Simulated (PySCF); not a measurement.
# C4H9NO (Morpholine (chair, eq and ax)): the cost of one run

Programs: PySCF 2.14.0, with density-fitted response routines of our own. Each step states its level of theory. These are calculated values for one molecule in the gas phase, unless marked as measured. Atoms count from 0, in the outputs and in this text.

## Step 1: Starting geometry

15 atoms, charge 0, multiplicity 1; geometry from: GFN2-xTB.

Bonds of the start (Å): C0–C1 1.53, C1–O2 1.41, O2–C3 1.41, C3–C4 1.53, C4–N5 1.45, N5–C0 1.45, C0–H6 1.09, C0–H7 1.09, C1–H8 1.10, C1–H9 1.09, C3–H10 1.10, C3–H11 1.09, C4–H12 1.09, C4–H13 1.09, N5–H14 1.02.

## Step 2: Geometry optimisation at PBE0-D3(BJ)/def2-SVP

The job: settings as JSON, then the geometry in Å.

```
{"job": {"xc": "PBE0", "basis": "def2-SVP", "d3": "d3bj", "grid": 1, "kind": "geom"}, "charge": 0, "multiplicity": 1}
C     -1.081142     0.843028     0.180711
C     -1.269009    -0.586616    -0.342622
O     -0.174116    -0.987008    -1.139761
C      1.040857    -0.898621    -0.425163
C      1.274616     0.524900     0.097138
N      0.165571     0.989824     0.915599
H     -1.913750     1.119870     0.829392
H     -1.044073     1.535418    -0.665094
H     -1.378792    -1.279825     0.508853
H     -2.150450    -0.662258    -0.980933
H      1.024273    -1.604823     0.422446
H      1.823866    -1.198242    -1.123206
H      1.362234     1.209106    -0.751527
H      2.194093     0.566801     0.683579
H      0.121408     0.436437     1.768676
```

Launch:

```console
$ OMP_NUM_THREADS=1 python probes_run.py task.json out
```

This one command runs all jobs of the session in turn.

**Question.** How long does this first job take on 1 thread of Intel Xeon Platinum 8488C, shared host, and how much memory does it need?

About 23 s, with a peak of 0.56 GiB.
